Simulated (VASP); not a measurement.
H14C2O3: single point with r2SCAN+D3(BJ)

Crystal: H14C2O3.

```
CELL_PARAMETERS angstrom
7.80355 0.00000 0.00000
0.00000 7.80355 0.00000
0.00000 0.00000 7.80355
ATOMIC_POSITIONS crystal
C 0.68120 0.69780 0.16428
C 0.84139 0.31903 0.43216
C 0.11834 0.73468 0.88929
C 0.34943 0.36201 0.17377
H 0.79773 0.72462 0.23807
H 0.57311 0.66439 0.25246
H 0.73206 0.57520 0.10940
H 0.65243 0.78687 0.05760
H 0.97443 0.30289 0.46838
H 0.76754 0.25208 0.53412
H 0.84528 0.24789 0.31054
H 0.79814 0.45560 0.43542
H 0.12374 0.59549 0.85593
H 0.24042 0.78208 0.93076
H 0.02854 0.73916 0.00302
H 0.06357 0.78521 0.77306
H 0.34850 0.48953 0.11481
H 0.41171 0.37619 0.30018
H 0.43743 0.28873 0.08809
H 0.22223 0.30161 0.16477
H 0.51384 0.00571 0.63570
H 0.60997 0.86570 0.73287
H 0.62664 0.10622 0.91085
H 0.82824 0.16134 0.93911
H 0.89584 0.02032 0.54000
H 0.00292 0.88811 0.41176
H 0.31440 0.91904 0.33246
H 0.20783 0.83434 0.19974
H 0.51369 0.11304 0.28464
H 0.61280 0.96163 0.31291
H 0.80844 0.75696 0.61003
H 0.78941 0.66381 0.78332
O 0.53067 0.96423 0.74493
O 0.71872 0.14346 0.00048
O 0.91531 0.90701 0.50299
O 0.20136 0.86126 0.32126
O 0.51910 0.02284 0.37170
O 0.71943 0.68251 0.67662
```

The cell was built by a generator and needn't be a form met in nature.

| Quantity | Value |
| --- | --- |
| Program | VASP 6.6.1 |
| Task | single point |
| Functional | r2SCAN |
| Dispersion | D3(BJ) |
| Potentials or basis | VASP PAW PBE potentials, release 64 (C, H, O) |
| Cutoff | 520 eV |
| k mesh | 1 × 1 × 1 |
| Occupations | fermi-dirac, width 0.02 eV |
| Spin | no spin polarisation |

The pressure is -1.9 GPa. The largest force is 3.035 eV/Å. The band gap on the k mesh is 5.49 eV, direct. The dispersion energy per atom is -0.013 eV.

Forces on the atoms (eV/Å):
```
C    0.624 -1.662 -0.101
C    0.015 -0.277  0.675
C   -1.522 -2.094  1.007
C    0.902 -0.090 -0.980
H   -0.443  0.985  0.135
H    0.658  0.448 -0.735
H   -0.966  0.392 -0.107
H    0.089 -0.186  0.784
H    0.476  0.676  0.499
H    0.023  0.135 -0.720
H   -1.002  0.521  0.047
H    0.488 -1.005 -0.459
H    0.496  0.569  0.482
H    0.597  0.286 -0.447
H    0.402  0.243 -1.074
H    0.089  1.012 -0.011
H   -0.287 -0.129  0.155
H   -0.702 -0.301 -0.245
H   -0.328  0.225  0.501
H    0.369  0.298  0.580
H   -0.402  0.912 -2.588
H   -0.475  0.005 -0.154
H    2.011  0.345  1.046
H   -1.299 -0.279  0.365
H    0.267  1.088 -0.235
H   -0.049  0.890  0.918
H   -0.444 -0.096  0.741
H   -0.501 -0.198  0.236
H   -0.456  0.368  0.621
H   -0.279 -0.355  0.916
H   -1.338 -0.853  0.385
H   -1.152 -0.096 -1.239
O    0.667 -0.702  2.876
O   -0.768 -0.348 -1.516
O   -0.094 -1.953 -0.454
O    0.891  0.192 -1.069
O    0.734  0.037 -1.668
O    2.711  0.997  0.834
```

Stress tensor (GPa, compression positive):
```
-2.75 -0.21  0.84
-0.21 -0.81 -0.36
 0.84 -0.36 -2.19
```

Levels at points of the mesh, in eV from the valence-band top:
```tsv
k point	band 37	band 38	band 39	band 40	band 41	band 42	band 43	band 44
(0.00, 0.00, 0.00)	-0.71	-0.30	-0.19	0.00	5.49	7.46	7.82	8.15
```

Run time: 3.2 min on 1 thread of Intel(R) Xeon(R) 6975P-C (Granite Rapids) (shared host), peak memory 0.53 GiB.

Caveat: the PAW data sets were made with another functional, which shifts forces and pressure a little. r2SCAN opens gaps a little over a GGA but as a rule still falls short of measured ones.
